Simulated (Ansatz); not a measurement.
Li:

```
Li
1.0
    -1.75465    1.75465    1.75465
     1.75465   -1.75465    1.75465
     1.75465    1.75465   -1.75465
Li
1
Direct
  0.00000 0.00000 0.00000
```

| Property | Result |
| --- | --- |
| Program | Ansatz 0.2.0 |
| Task | relaxation of cell and atoms |
| Functional | PBEsol |
| Potentials or basis | Ansatz PAW |
| Cutoff | 420 eV (not typed: the program's choice for these potentials) |
| k mesh | 11 × 11 × 11 |
| Occupations | fermi-dirac, width 0.05 eV |
| Spin | no spin polarisation |

At the start: volume 21.61 Å³/atom.

Q: How do energy, volume and symmetry change on relaxing?

A: It ends after 4 steps and the volume is 20.16 Å³/atom (-6.7 %); space group Im-3m (No. 229, to 0.05 Å).

The path:
| step | energy change (eV) | largest force (eV/Å) | volume (Å³) |
| --- | --- | --- | --- |
| 1 | 0.0000 | 0.0000 | 21.61 |
| 2 | -0.0025 | 0.0000 | 21.02 |
| 3 | -0.0037 | 0.0000 | 20.16 |
| 4 | -0.0037 | 0.0000 | 20.16 |

Final structure:
```yaml
crystal:
  lattice:
    - [-1.71440, 1.71440, 1.71440]
    - [1.71440, -1.71440, 1.71440]
    - [1.71440, 1.71440, -1.71440]
  atoms:
    - { symbol: Li, position: [0.00000, 0.00000, 0.00000] }
```

The cell as given is a measured one (21.61 Å³/atom); PBEsol puts the equilibrium volume -6.7 % from it, thermal expansion not counted.

Caveat: the plane-wave basis is chosen anew once the cell has moved, so the energies of steps on either side of that aren't comparable.
